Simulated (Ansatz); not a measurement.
A series in volume scale on YN

Results calculated with Ansatz 0.2.0, not measured. Periodic Kohn-Sham DFT of a crystal at fixed atoms, scaled to volume_scale times the given cell; pressure positive in compression, energy less spherical unpolarised free atoms, largest_vzz the field gradient of largest size among the nuclei.

The cell before it is scaled or strained (space group Fm-3m, No. 225):
```
cell vectors (Å)
   0.0000     2.4385     2.4385
   2.4385     0.0000     2.4385
   2.4385     2.4385     0.0000
atoms (fractions of the cell vectors)
Y   0.00000  0.00000  0.00000
N   0.50000  0.50000  0.50000
```

Settings of every row: method frozen-core PAW; functional LDA; relativity scalar; k mesh 9x9x9; filling fermi-dirac; smearing width 0.03 eV; wave cutoff 420 eV; paw set soft_2.

Atom start moment: 0 on all atoms.

Limits: PAW files made with PBE; small gap, it may come from the mesh.

| row | volume scale | V (Å³/atom) | pressure (GPa) |
| --- | --- | --- | --- |
| 1 | 0.94 | 13.63 | 5.147 |
| 2 | 0.9405 | 13.637 | 5.039 |
| 3 | 0.96 | 13.92 | 1.046 |
| 4 | 0.97 | 14.065 | ? |
| 5 | 0.98 | 14.21 | -2.642 |
| 6 | 1 | 14.5 | -5.957 |
| 7 | 1.01 | 14.645 | -7.486 |
| 8 | 1.02 | 14.79 | -8.935 |
| 9 | 1.03 | 14.935 | -10.308 |
| 10 | 1.04 | 15.08 | -11.609 |
| 11 | 1.06 | 15.37 | -14.006 |

Question: what pressure should row 4 give?

Worked fit of pressure. Take u = (V_r/V)^(2/3) − 1 with V_r = 14.572 Å³ an atom, which is twice the finite (Eulerian) strain; such expansions in the strain, on which the Birch-Murnaghan equation of state is built, carry the rest volume and the bulk modulus. The shown rows have u = 0.04556, 0.0452, 0.03099, 0.01691, 0.00331, -0.00333, -0.00985, -0.01627, -0.02259, -0.03492. Least squares give pressure = −6.7263 + 230.517 × u + 643.68 × u² + 351 × u³ GPa; a parabola predicts inner rows, each left out in turn, worse (root mean square 0.0053 against 0.0012 GPa). The rows lie off it by 0.002, -0.002, 0.000, 0.001, -0.001, 0.001, 0.000, 0.000, 0.000, 0.000. The pressure vanishes at u = 0.0271, or V = 14 Å³ an atom, and there the bulk modulus at fixed shape and fractions is B = −V dP/dV = (2/3)(1 + u) dP/du = 182 GPa. The withheld row has u = 0.02389, so the fit gives −6.7263 + 230.517 × (0.02389) + 643.68 × (0.02389)² + 351 × (0.02389)³ = -0.847 GPa.

The calculation gave -0.848 GPa. The fit lies 0.001 GPa (0.0052 % of the column's range) above it, one unit of the last digit.
